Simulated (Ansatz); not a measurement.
# AlCu3: the cost of one run

Computed with Ansatz 0.2.0 (DFT PBE, scalar-relativistic, plane waves, PAW, unless a step's input says otherwise).

## Step 1: The system as given

It takes space group Im-3m (No. 229, cubic). The conventional cell has a = 4.751 Å, b = 4.751 Å, c = 4.751 Å, α = 90.00°, β = 90.00°, γ = 90.00°. Around Al (site symmetry m-3m) lie 6 Cu at 2.38 Å. Around Cu (site symmetry 4/mmm) lie 2 Al at 2.38 Å and 4 Cu at 2.38 Å.

As a file:

```cif
data_structure
_symmetry_space_group_name_H-M 'P 1'
_symmetry_Int_Tables_number 1
_cell_length_a 4.1148
_cell_length_b 4.1148
_cell_length_c 4.1148
_cell_angle_alpha 109.471
_cell_angle_beta 109.471
_cell_angle_gamma 109.471
_cell_volume 53.63
loop_
_atom_site_label
_atom_site_type_symbol
_atom_site_fract_x
_atom_site_fract_y
_atom_site_fract_z
_atom_site_occupancy
Al1 Al 0.00000 0.00000 0.00000 1
Cu1 Cu 0.00000 0.50000 0.50000 1
Cu2 Cu 0.50000 0.00000 0.50000 1
Cu3 Cu 0.50000 0.50000 0.00000 1
```

A structure generator made this guess: random cell by space group and Wyckoff sites (Im-3m, No. 229). The dimensions are guesses.

## Step 2: A first look at the guess

Input file input.yaml:

```yaml
crystal:
  lattice:
    - [-2.37570407, 2.37570407, 2.37570407]
    - [2.37570407, -2.37570407, 2.37570407]
    - [2.37570407, 2.37570407, -2.37570407]
  atoms:
    - { symbol: Al, position: [0.0, 0.0, 0.0] }
    - { symbol: Cu, position: [0.0, 0.5, 0.5] }
    - { symbol: Cu, position: [0.5, 0.0, 0.5] }
    - { symbol: Cu, position: [0.5, 0.5, 0.0] }
basis:
  ecutwfc: 420
kpoints:
  mp_grid: { grid: [6, 6, 6] }
hamiltonian:
  xc: pbe
scf:
  occupations: { method: gaussian, width: 0.1 }
  lower_state_search: "off"
output:
  forces: true
  stress: true
  eigenvalues: true
```

Launch:

```console
$ ansatz run input.yaml --threads 1 --pin off --max-ram 2560MiB --backend cpu --events-out ev --progress --plain --runs-dir out
```

What time and memory should one allow on 1 thread of Intel Xeon Platinum 8259CL at 2.50GHz (Skylake/Cascade Lake), shared host?

About 1.9 s, with a peak of 0.37 GiB.
